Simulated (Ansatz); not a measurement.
# V3Si: the cost of one run

Program: Ansatz 0.2.0. Level of theory: DFT PBE, scalar-relativistic, plane waves, PAW. These are calculated values, not measurements.

## (1) The starting structure

The structure is cubic, space group Pm-3n (No. 223). The conventional cell has a = 4.732 Å, b = 4.732 Å, c = 4.732 Å, α = 90.00°, β = 90.00°, γ = 90.00°. Around V (site symmetry -4m2) lie 2 V at 2.37 Å and 4 Si at 2.65 Å. Si (site symmetry m-3) has 12 V at 2.65 Å as nearest neighbours.

Coordinates:

```cif
data_structure
_symmetry_space_group_name_H-M 'Pm-3n'
_symmetry_Int_Tables_number 223
_cell_length_a 4.7320
_cell_length_b 4.7320
_cell_length_c 4.7320
_cell_angle_alpha 90.000
_cell_angle_beta 90.000
_cell_angle_gamma 90.000
_cell_volume 105.96
loop_
_atom_site_label
_atom_site_type_symbol
_atom_site_symmetry_multiplicity
_atom_site_Wyckoff_symbol
_atom_site_fract_x
_atom_site_fract_y
_atom_site_fract_z
_atom_site_occupancy
V1 V 6 c 0.25000 0.00000 0.50000 1
Si1 Si 2 a 0.00000 0.00000 0.00000 1
```

Starting moments: V 1.00 μB.

## (2) First run, at the start cell

Contents of input.yaml:

```yaml
crystal:
  lattice:
    - [4.732, 0.0, 0.0]
    - [0.0, 4.732, 0.0]
    - [0.0, 0.0, 4.732]
  atoms:
    - { symbol: V, position: [0.25, 0.0, 0.5], spin: 1.0 }
    - { symbol: V, position: [0.5, 0.75, 0.0], spin: 1.0 }
    - { symbol: V, position: [0.75, 0.0, 0.5], spin: 1.0 }
    - { symbol: V, position: [0.5, 0.25, 0.0], spin: 1.0 }
    - { symbol: V, position: [0.0, 0.5, 0.75], spin: 1.0 }
    - { symbol: V, position: [0.0, 0.5, 0.25], spin: 1.0 }
    - { symbol: Si, position: [0.0, 0.0, 0.0] }
    - { symbol: Si, position: [0.5, 0.5, 0.5] }
basis:
  ecutwfc: 420
  ecutrho_ratio: 4
kpoints:
  mp_grid: { grid: [8, 8, 8] }
hamiltonian:
  xc: pbe
scf:
  occupations: { method: gaussian, width: 0.05 }
output:
  forces: true
  stress: true
  eigenvalues: true
  populations: true
magnetization:
  spin_polarized: true
```

Launch:

```sh
ansatz run input.yaml --threads 2 --pin off --max-ram 5120MiB --backend cpu --events-out ev --progress --plain --runs-dir out
```

What time and memory should one allow on 2 threads of AMD EPYC 7R43 (Zen 3), shared host?

About 19 s, with a peak of 0.64 GiB.
